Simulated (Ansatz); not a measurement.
# Ge (Fd-3m) in Ansatz: notebook, part 2 of 2

Ansatz 0.2.0.

**3. Single point, r2SCAN0, 21.28 Å³/atom (volume scaled by 0.94)**

input.yaml

```yaml
crystal:
  lattice:
    - [0.0, 2.7711609388, 2.7711609388]
    - [2.7711609388, 0.0, 2.7711609388]
    - [2.7711609388, 2.7711609388, 0.0]
  atoms:
    - { symbol: Ge, position: [0.75, 0.75, 0.75] }
    - { symbol: Ge, position: [0.5, 0.5, 0.5] }
hamiltonian:
  xc: r2scan0
  pseudopotentials: { kind: paw }
kpoints:
  mp_grid: { grid: [4, 4, 4] }
scf:
  occupations: { method: fermi_dirac, width: 0.05 }
output:
  forces: true
  stress: true
  eigenvalues: true
  write_density: true
  write_potential: true
  elf: true
  volumetric_format: npy
```

Potentials or basis: Ansatz PAW.

On the command line:

```bash
$ ansatz run input.yaml --threads 2 --pin off --max-ram 5632MiB --backend cpu --events-out ev --progress --plain --runs-dir out
```

The log of the run:

```text
Warning: output.stress: scf.convergence.dr2_threshold = 1e-7 eV (the SCF's general default) is looser than the 2e-10 eV advised for a printed stress (1e-10 eV for each atom of the cell: 2). What an SCF threshold leaves in a stress goes as its square root, and in the free energy as the threshold itself, and one threshold admits the most on a small cell: of the crystals measured, under no hybrid functional and no lock of the moments, on runs that ended without the residual-converged pass, on stresses that held no estimate of that error, the worst erred by over 100 MPa in a component at 1e-7 eV an atom and by under 5 at 1e-10. Set scf.convergence.dr2_threshold to 2e-10 eV or tighter. The threshold is an SCF's pass mark: one that does not reach it within its budget of iterations ends unconverged, or closes short of it on a stop that the run arms, and scf.convergence.dr2_threshold's page says what that costs each kind of run
Warning: output.stress: scf.exx.energy_threshold = 1e-6 eV is looser than the 2e-8 eV advised for a stress under a hybrid functional (1e-8 eV for each atom of the cell: 2). Every SCF of the exchange loop can meet its threshold on dr2 while the loop round them stops early: no threshold on dr2 bounds what that leaves in the stress. Set scf.exx.energy_threshold to 2e-8 eV or tighter. The threshold is the loop's pass mark: a loop that does not reach it within its budget of cycles ends unconverged, and scf.exx.energy_threshold's page has the law
Warning: RAYON_NUM_THREADS=2 ignored (pool sized by the plan → 2); use --threads N
Engine: ansatz 0.2.0, x86_64-unknown-linux-gnu
Pseudopotentials: kind: paw
Pseudopotential: Ge, paw, valence charge 14, recommended cutoff 500 eV (meta_gga), Ge.paw.azcp
Functional definition: r2SCAN0
  parameter a = 0.25
  parameter k0 = 0.174
  parameter k1 = 0.065
  parameter a1 = 4.9479
  exchange = (1 - a)*r2scan_x(k0 = k0, k1 = k1, a1 = a1) + a*exact_x
  correlation = r2scan_c
Crystal: 2 atoms, lattice volume = 42.561 Å³
Basis set: ecut = 500 eV, 1067 PW (Γ), exchange–correlation on 120×120×120 points (64 copies of the dense FFT grid, shifted against one another)
Bands: 18, of which v1, the nominal top of the filled ones, is band 14 counted from 1 (13 counted from 0)
Symmetry: 48 space group operations
Space group: Fd-3m (ITA 227), of the structure as read, at distance tolerance 3.5e-5 Å
k-points: 8 of 64
Non-local potential: Ge, projectors of the file, l = 0: 2, l = 1: 2, l = 2: 3, l = 3: 1
PAW form: soft (Blöchl's): semilocal exchange-correlation on the pseudo side does not see the compensation charge
PAW frozen core: Ge, regenerated for the run's functional, and the local potential with it (the file was generated under x = pbe(κ = 0.804, μ = 0.2195149727645171), c = pbe(β = 0.06672455060314922))
PAW one-centre angular grid: Ge, 590 points (default); XC on 160 Gauss nodes
Initial density: superposition of atomic densities (neutral atoms: chi_scale 0, normalization atom), corrected by the library's trained network
Initial wavefunctions: pseudopotential atomic-orbital guess
Functional: x = r2scan, c = r2scan; τ floored in thin density (d = 2e-4 eV/Å³), warm-up for x = 0.75 r2scan + 0.25 exact, c = r2scan; τ floored in thin density (d = 2e-4 eV/Å³)
SCF iter   1: F=—  HF=-8605.499354 eV  |F-HF|=—  |Δ(HF+E_count)|=         —  Δρ=8.21e-3  dr2=1.30e-2  dr2_τ=6.85e-3  ethr=1.77e-3  ⟨swp⟩=5.8  Hψ=539  notcnv=0
preconditioner: auto → none  [insulator: Δε(μ)=0.650 eV  Ē_g=24.641 eV  σ=0.050 eV  W_gap=1.00  n_scr=14 (ndim 8)  ℏωp=30.1 eV  f_vac=0.056  D(μ)=0.01/eV (n_scr^D=0)]
iter 2 solved again at ethr=4.43e-6 eV; its pass at ethr=4.64e-5 eV (dr2=1.24e-3 eV) is discarded
SCF iter   2: F=—  HF=-8605.515818 eV  |F-HF|=—  |Δ(HF+E_count)|=   1.65e-2  Δρ=2.60e-3  dr2=1.25e-3  dr2_τ=2.32e-5  ethr=4.43e-6  ⟨swp⟩=2.0  Hψ=678  notcnv=0
SCF iter   3: F=—  HF=-8605.516168 eV  |F-HF|=—  |Δ(HF+E_count)|=   3.50e-4  Δρ=1.45e-3  dr2=3.42e-4  dr2_τ=5.30e-6  ethr=4.43e-6  ⟨swp⟩=2.0  Hψ=257  notcnv=0
SCF iter   4: F=-8605.516269 eV  HF=-8605.516269 eV  |F-HF|=4.44e-7  |Δ(HF+E_count)|=   1.01e-4  Δρ=1.18e-4  dr2=1.90e-6  dr2_τ=5.96e-8  ethr=1.22e-6  ⟨swp⟩=3.0  Hψ=273  notcnv=0
SCF 1 stopped early in 4 iterations: F = -8605.516269 eV  dr2 = 1.90e-6
Initial density: handed on by an earlier stage of this run
Initial wavefunctions: those handed on with the density
Functional: x = 0.75 r2scan + 0.25 exact, c = r2scan; τ floored in thin density (d = 2e-4 eV/Å³)
Frozen-core exchange: fock
SCF iter   1: F=—  HF=-8603.665974 eV  |F-HF|=—  |Δ(HF+E_count)|=         —  Δρ=8.89e-3  dr2=1.15e-2  dr2_τ=1.31e-4  ethr=6.78e-8  ⟨swp⟩=6.2  Hψ=745  notcnv=0
preconditioner: auto → none  [insulator: Δε(μ)=1.846 eV  Ē_g=28.305 eV  σ=0.050 eV  W_gap=1.00  n_scr=14 (ndim 8)  ℏωp=30.1 eV  f_vac=0.070  D(μ)=0.00/eV (n_scr^D=0)]
SCF iter   2: F=—  HF=-8603.658586 eV  |F-HF|=—  |Δ(HF+E_count)|=   7.39e-3  Δρ=1.87e-3  dr2=1.48e-3  dr2_τ=6.15e-6  ethr=6.78e-8  ⟨swp⟩=4.2  Hψ=516  notcnv=0
SCF iter   3: F=—  HF=-8603.664142 eV  |F-HF|=—  |Δ(HF+E_count)|=   5.56e-3  Δρ=8.45e-4  dr2=1.10e-4  dr2_τ=1.40e-6  ethr=6.78e-8  ⟨swp⟩=5.0  Hψ=542  notcnv=0
SCF iter   4: F=—  HF=-8603.664141 eV  |F-HF|=—  |Δ(HF+E_count)|=   8.89e-7  Δρ=1.72e-4  dr2=1.59e-5  dr2_τ=7.59e-8  ethr=6.78e-8  ⟨swp⟩=3.0  Hψ=345  notcnv=0
SCF iter   5: F=-8603.664232 eV  HF=-8603.664233 eV  |F-HF|=8.04e-7  |Δ(HF+E_count)|=   9.16e-5  Δρ=8.88e-5  dr2=1.44e-6  dr2_τ=7.94e-9  ethr=1.76e-8  ⟨swp⟩=4.1  Hψ=410  notcnv=0
SCF 2 stopped early in 5 iterations: F = -8603.664232 eV  dr2 = 1.44e-6
hybrid outer 1: dexx = +6.478e-3 eV, tail = 2.92e-5 eV
Frozen-core exchange: fock
SCF iter   1: F=—  HF=-8603.664324 eV  |F-HF|=—  |Δ(HF+E_count)|=         —  Δρ=4.24e-5  dr2=3.53e-7  dr2_τ=9.37e-9  ethr=5.21e-7  ⟨swp⟩=3.1  Hψ=318  notcnv=0
preconditioner: auto → none  [insulator: Δε(μ)=1.904 eV  Ē_g=28.159 eV  σ=0.050 eV  W_gap=1.00  n_scr=14 (ndim 8)  ℏωp=30.1 eV  f_vac=0.067  D(μ)=0.00/eV (n_scr^D=0)]
SCF iter   2: F=—  HF=-8603.664325 eV  |F-HF|=—  |Δ(HF+E_count)|=   9.89e-7  Δρ=8.72e-6  dr2=3.33e-8  dr2_τ=5.53e-10  ethr=9.74e-10  ⟨swp⟩=4.0  Hψ=454  notcnv=0
SCF iter   3: F=-8603.664325 eV  HF=-8603.664325 eV  |F-HF|=1.28e-9  |Δ(HF+E_count)|=   6.61e-9  Δρ=3.27e-6  dr2=5.53e-9  dr2_τ=5.90e-11  ethr=7.79e-11  ⟨swp⟩=3.0  Hψ=302  notcnv=0
SCF 3 converged in 3 iterations: F = -8603.664325 eV  dr2 = 5.53e-9
  Residual-converged pass: ⟨swp⟩=3.0  Hψ=326  notcnv=0  max |occ|·‖R‖ = 2.4e-6 eV (tolerance 2.4e-6 eV)  dr2=5.31e-9  dr2_τ=5.82e-11  dr2_onsite=5.93e-10  max |Δocc| = 4.6e-17
hybrid outer 2: dexx = +6.896e-7 eV, tail = 2.70e-8 eV, Δε = 3.07e-3 eV (about 1.33e-4 eV left of the loop's levels)
hybrid SCF converged: 2 outer / 8 inner (+4 warm-up), last move |dexx| = 6.90e-7 eV, tail = 2.70e-8 eV
Stability not checked: this state was not tested for a lower state beside it, because the functional holds exact exchange (a hybrid, or Hartree-Fock), whose exchange loop this test does not read (fock_operator; see scf.lower_state_search)
Free energy (F): -8603.664325 eV
Frozen-core exchange: fock
Harris-Foulkes:  -8603.664325 eV  (|F-HF|=1.28e-9)
Internal energy: -8603.664325 eV  (E = F + TS)
E sigma→0 (E₀):  -8603.664325 eV
Fermi energy:    9.602958 eV
--- Per-component energies (eV) ---
  E_band       = -377.630935
  E_kinetic    = 223.342461
  E_local      = -4860.708852  (includes V_loc(G=0)·N_el)
  E_nonlocal   = 843.412732
  E_hartree    = 2143.833001
  E_xc         = -108.160479
  E_vxc        = -104.780670  (∫ρ·V_xc dr)
  E_exx        = -121.035767  (= α·E_x^exact, valence–valence)
  E_paw        = -3978.959879  (= ΣΔE_a)
  E_vpaw       = -529.440362  (= ΣTr[D̂ρ^β])
  E_aug_tail   = 0.000029  (compensation charges beyond the density's cutoff)
  E_vtau       = 4.951945  (kinetic-family band-sum trace: ∫τ·v_τ [+ j·A + Jᵃ·Aᵃ] dr)
  E_ewald      = -2743.132721
  E_core_change = -2.254847  (= ΣΔE_core)
  E_smearing   = -0.000000  (= −TS)
  E_closure    = -0.000005  (closes the sum)
  Σ components = -8603.664325   (vs F -8603.664325, Δ=0.00e0)
--- Forces (eV/Å), atoms counted from 1 ---
  atom   1  Ge    -0.00000000    -0.00000000    -0.00000000
  atom   2  Ge    -0.00000000     0.00000000    -0.00000000
  max |Σ_I F_I| component: 3.70e-17 eV/Å
--- Stress (GPa, compression-positive) ---
        4.886073       0.000000       0.000000
        0.000000       4.886073      -0.000000
       -0.000000      -0.000000       4.886073
  P = ⅓ Tr σ = 4.8861 GPa (48.861 kbar)
--- Band table (eV; the first three rows and the last of 8) ---
  k-point 0: bands = ["-19.8890", "-19.8890", "-19.8890", "-19.8449", "-19.8449", "-19.5961", "-19.5961", "-19.5961", "-19.5664", "-19.5664", "-6.3474", "8.6619", "8.6619", "8.6619", "11.1291", "12.6835", "12.6835", "12.6835"]
  k-point 1: bands = ["-19.9115", "-19.9115", "-19.8794", "-19.8096", "-19.8096", "-19.6194", "-19.6194", "-19.6070", "-19.5495", "-19.5495", "-5.4499", "3.3721", "7.6062", "7.6062", "11.1216", "13.9475", "13.9475", "16.6672"]
  k-point 2: bands = ["-19.9189", "-19.9189", "-19.8696", "-19.7940", "-19.7940", "-19.6259", "-19.6259", "-19.6181", "-19.5445", "-19.5445", "-3.7752", "-0.2425", "6.9487", "6.9487", "10.5664", "14.0022", "14.0022", "17.6751"]
  k-point 7: bands = ["-19.9474", "-19.9474", "-19.7771", "-19.7771", "-19.7135", "-19.7135", "-19.6739", "-19.6739", "-19.5113", "-19.5113", "-1.4751", "-1.4751", "3.9429", "3.9429", "15.0466", "15.0466", "15.0872", "15.0872"]
```

rho_z.tsv:

```text
# z_ang	rho[e/angstrom^3]
# format = ansatz-planar-average/11
# lattice	0.000000000	2.771160939	2.771160939
# lattice	2.771160939	0.000000000	2.771160939
# lattice	2.771160939	2.771160939	0.000000000
# sites	2
# site	32	4.156741408	4.156741408	4.156741408
# site	32	2.771160939	2.771160939	2.771160939
0.000000	1.504720e-1
0.130634	1.327013e-1
0.261268	1.222911e-1
0.391901	1.168127e-1
0.522535	1.157309e-1
0.653169	1.189899e-1
[... 22 lines left out ...]
3.657746	2.345703e-1
3.788380	1.809546e-1
```

v_z.tsv:

```text
# z_ang	v_es[eV]	v_tot[eV]
# format = ansatz-planar-average/11
# xc	r2scan0
# density_cutoff_ev	2000
# datasets	Ge=:simpson_from_first_knot:soft:fock:shift=0
# lattice	0.000000000	2.771160939	2.771160939
# lattice	2.771160939	0.000000000	2.771160939
# lattice	2.771160939	2.771160939	0.000000000
# sites	2
# site	32	4.156741408	4.156741408	4.156741408
# site	32	2.771160939	2.771160939	2.771160939
0.000000	8.912725e0	2.559006e0
0.130634	9.847444e0	3.665719e0
0.261268	1.045886e1	4.366600e0
0.391901	1.076690e1	4.738049e0
0.522535	1.082646e1	4.812860e0
0.653169	1.064624e1	4.589653e0
[... 22 lines left out ...]
3.657746	6.566401e0	-5.513917e-1
3.788380	7.768484e0	1.082280e0
```

It took 7 s on 2 threads of INTEL XEON PLATINUM 8581C at 2.10GHz (Emerald Rapids), shared host; peak memory 0.76 GiB.

Results:

- Free energy: -8603.6643 eV
- Pressure: 4.9 GPa
- Band gap on the k mesh: 1.90 eV, indirect (least direct gap 2.47 eV)

Caveat: the k mesh is coarse (spacing up to 0.49 Å⁻¹), so the values aren't converged, least of all with exact exchange; the PAW data sets come from PBE, with cores solved anew for the run's functional, which leaves a small shift of forces and pressure; the thresholds are loose for stress.

**4. Single point, r2SCAN0, 21.73 Å³/atom (volume scaled by 0.96)**

Edit input.yaml of step 3 so:

```diff
@@ -2,5 +2,5 @@
   lattice:
-    - [0.0, 2.7711609388, 2.7711609388]
-    - [2.7711609388, 0.0, 2.7711609388]
-    - [2.7711609388, 2.7711609388, 0.0]
+    - [0.0, 2.7906767997, 2.7906767997]
+    - [2.7906767997, 0.0, 2.7906767997]
+    - [2.7906767997, 2.7906767997, 0.0]
   atoms:
```

On the command line:

```bash
$ ansatz run input.yaml --threads 2 --pin off --max-ram 5632MiB --backend cpu --events-out ev --progress --plain --runs-dir out
```

Wall time 6.7 s (2 threads of INTEL XEON PLATINUM 8581C at 2.10GHz (Emerald Rapids), shared host); peak memory 0.76 GiB.

The run converged. Its results:

| Item | Value |
| --- | --- |
| Free energy | -8603.6860 eV |
| Pressure | 2.8 GPa |
| Band gap on the k mesh | 1.82 eV, indirect (least direct gap 2.23 eV) |

Caveat: the k mesh is coarse (spacing up to 0.49 Å⁻¹), so the values aren't converged, least of all with exact exchange; the PAW data sets come from PBE, with cores solved anew for the run's functional, which leaves a small shift of forces and pressure; the thresholds are loose for stress.

**5. Single point, r2SCAN0, 22.19 Å³/atom (volume scaled by 0.98)**

Edit input.yaml of step 4 so:

```diff
@@ -2,5 +2,5 @@
   lattice:
-    - [0.0, 2.7906767997, 2.7906767997]
-    - [2.7906767997, 0.0, 2.7906767997]
-    - [2.7906767997, 2.7906767997, 0.0]
+    - [0.0, 2.8099234548, 2.8099234548]
+    - [2.8099234548, 0.0, 2.8099234548]
+    - [2.8099234548, 2.8099234548, 0.0]
   atoms:
```

On the command line:

```bash
$ ansatz run input.yaml --threads 2 --pin off --max-ram 5632MiB --backend cpu --events-out ev --progress --plain --runs-dir out
```

Wall time 7 s (2 threads of INTEL XEON PLATINUM 8581C at 2.10GHz (Emerald Rapids), shared host); peak memory 0.74 GiB.

It converged, with:

```
Free energy            : -8603.6965 eV
Pressure               : 0.9 GPa
Band gap on the k mesh : 1.73 eV, indirect (least direct gap 2.00 eV)
```

Caveat: the k mesh is coarse (spacing up to 0.48 Å⁻¹), so the values aren't converged, least of all with exact exchange; the PAW data sets come from PBE, with cores solved anew for the run's functional, which leaves a small shift of forces and pressure; the thresholds are loose for stress.

**6. Single point, r2SCAN0, 22.64 Å³/atom**

input.yaml

```yaml
crystal:
  lattice:
    - [0.0, 2.82891, 2.82891]
    - [2.82891, 0.0, 2.82891]
    - [2.82891, 2.82891, 0.0]
  atoms:
    - { symbol: Ge, position: [0.75, 0.75, 0.75] }
    - { symbol: Ge, position: [0.5, 0.5, 0.5] }
hamiltonian:
  xc: r2scan0
  pseudopotentials: { kind: paw }
kpoints:
  mp_grid: { grid: [4, 4, 4] }
scf:
  occupations: { method: fermi_dirac, width: 0.05 }
output:
  forces: true
  stress: true
  eigenvalues: true
```

Potentials or basis: Ansatz PAW.

On the command line:

```bash
$ ansatz run input.yaml --threads 2 --pin off --max-ram 5632MiB --backend cpu --events-out ev --progress --plain --runs-dir out
```

Wall time 7.5 s (2 threads of INTEL XEON PLATINUM 8581C at 2.10GHz (Emerald Rapids), shared host); peak memory 0.78 GiB.

Results (log left out):

| Property | Result |
| --- | --- |
| Free energy | -8603.6971 eV |
| Pressure | -0.7 GPa |
| Band gap on the k mesh | 1.65 eV, indirect (least direct gap 1.78 eV) |

Caveat: the k mesh is coarse (spacing up to 0.48 Å⁻¹), so the values aren't converged, least of all with exact exchange; the PAW data sets come from PBE, with cores solved anew for the run's functional, which leaves a small shift of forces and pressure; the thresholds are loose for stress.

**7. Single point, r2SCAN0, 23.09 Å³/atom (volume scaled by 1.02)**

Edit input.yaml of step 6 so:

```diff
@@ -2,5 +2,5 @@
   lattice:
-    - [0.0, 2.82891, 2.82891]
-    - [2.82891, 0.0, 2.82891]
-    - [2.82891, 2.82891, 0.0]
+    - [0.0, 2.8476450493, 2.8476450493]
+    - [2.8476450493, 0.0, 2.8476450493]
+    - [2.8476450493, 2.8476450493, 0.0]
   atoms:
@@ -19 +19,5 @@
   eigenvalues: true
+  write_density: true
+  write_potential: true
+  elf: true
+  volumetric_format: npy
```

On the command line:

```bash
$ ansatz run input.yaml --threads 2 --pin off --max-ram 5632MiB --backend cpu --events-out ev --progress --plain --runs-dir out
```

Wall time 8.2 s (2 threads of INTEL XEON PLATINUM 8581C at 2.10GHz (Emerald Rapids), shared host); peak memory 0.8 GiB.

Results (log left out):

```yaml
Free_energy: -8603.6888 eV
Pressure: -2.2 GPa
Band_gap_on_the_k_mesh: 1.56 eV, direct
```

Caveat: the k mesh is coarse (spacing up to 0.48 Å⁻¹), so the values aren't converged, least of all with exact exchange; the PAW data sets come from PBE, with cores solved anew for the run's functional, which leaves a small shift of forces and pressure; the thresholds are loose for stress.

**8. Single point, r2SCAN0, 23.54 Å³/atom (volume scaled by 1.04)**

Edit input.yaml of step 7 so:

```diff
@@ -2,5 +2,5 @@
   lattice:
-    - [0.0, 2.8476450493, 2.8476450493]
-    - [2.8476450493, 0.0, 2.8476450493]
-    - [2.8476450493, 2.8476450493, 0.0]
+    - [0.0, 2.8661367691, 2.8661367691]
+    - [2.8661367691, 0.0, 2.8661367691]
+    - [2.8661367691, 2.8661367691, 0.0]
   atoms:
```

On the command line:

```bash
$ ansatz run input.yaml --threads 2 --pin off --max-ram 5632MiB --backend cpu --events-out ev --progress --plain --runs-dir out
```

It took 8.4 s on 2 threads of INTEL XEON PLATINUM 8581C at 2.10GHz (Emerald Rapids), shared host; peak memory 0.8 GiB.

Results (log left out):

```yaml
Free_energy: -8603.6725 eV
Pressure: -3.5 GPa
Band_gap_on_the_k_mesh: 1.35 eV, direct
```

Caveat: the k mesh is coarse (spacing up to 0.47 Å⁻¹), so the values aren't converged, least of all with exact exchange; the PAW data sets come from PBE, with cores solved anew for the run's functional, which leaves a small shift of forces and pressure; the thresholds are loose for stress.

**9. Single point, r2SCAN0, 24.00 Å³/atom (volume scaled by 1.06)**

input.yaml

```yaml
crystal:
  lattice:
    - [0.0, 2.8843929095, 2.8843929095]
    - [2.8843929095, 0.0, 2.8843929095]
    - [2.8843929095, 2.8843929095, 0.0]
  atoms:
    - { symbol: Ge, position: [0.75, 0.75, 0.75] }
    - { symbol: Ge, position: [0.5, 0.5, 0.5] }
hamiltonian:
  xc: r2scan0
  pseudopotentials: { kind: paw }
kpoints:
  mp_grid: { grid: [4, 4, 4] }
scf:
  occupations: { method: fermi_dirac, width: 0.05 }
output:
  forces: true
  stress: true
  eigenvalues: true
```

Potentials or basis: Ansatz PAW.

On the command line:

```bash
$ ansatz run input.yaml --threads 2 --pin off --max-ram 5632MiB --backend cpu --events-out ev --progress --plain --runs-dir out
```

Run time: 9 s. Hardware: 2 threads of INTEL XEON PLATINUM 8581C at 2.10GHz (Emerald Rapids), shared host; peak memory 0.81 GiB.

The run converged. Its results:

| Item | Value |
| --- | --- |
| Free energy | -8603.6492 eV |
| Pressure | -4.7 GPa |
| Band gap on the k mesh | 1.14 eV, direct |

Caveat: the k mesh is coarse (spacing up to 0.47 Å⁻¹), so the values aren't converged, least of all with exact exchange; the PAW data sets come from PBE, with cores solved anew for the run's functional, which leaves a small shift of forces and pressure; the thresholds are loose for stress.

**10. Equation of state, r2SCAN0**

No new run: the results of the series are fitted here.

What came out:

* Equilibrium volume: 22.44 Å³/atom
* Bulk modulus: 82 GPa
* Pressure derivative of the bulk modulus: 4.6

Energy against volume, from the lowest point:
```csv
volume (Å³/atom),energy (meV/atom)
21.281,16.38
21.733,5.54
22.186,0.31
22.639,0.00
23.092,4.15
23.545,12.28
23.997,23.93
```

Caveat: the k mesh is coarse (spacing up to 0.48 Å⁻¹), so the values aren't converged, least of all with exact exchange; the PAW data sets were made with another functional, which shifts forces and pressure a little.

**11. Comparison with measurements**

Step 2. Against the measured gap of Ge, 0.666 eV (indirect; 293 K; “Electronic and optical properties of SixGe1-x-ySny alloys lattice-matched to Ge”, 2021, arxiv:2109.02782), the calculated 0.72 eV is off by +0.05 eV. 3 values of this kind are on record (0.666 to 0.807 eV); this one was drawn at random among those near their median. Spin-orbit coupling on Ge is left out. The value is that of r2SCAN-EpsX, without temperature or zero-point motion.
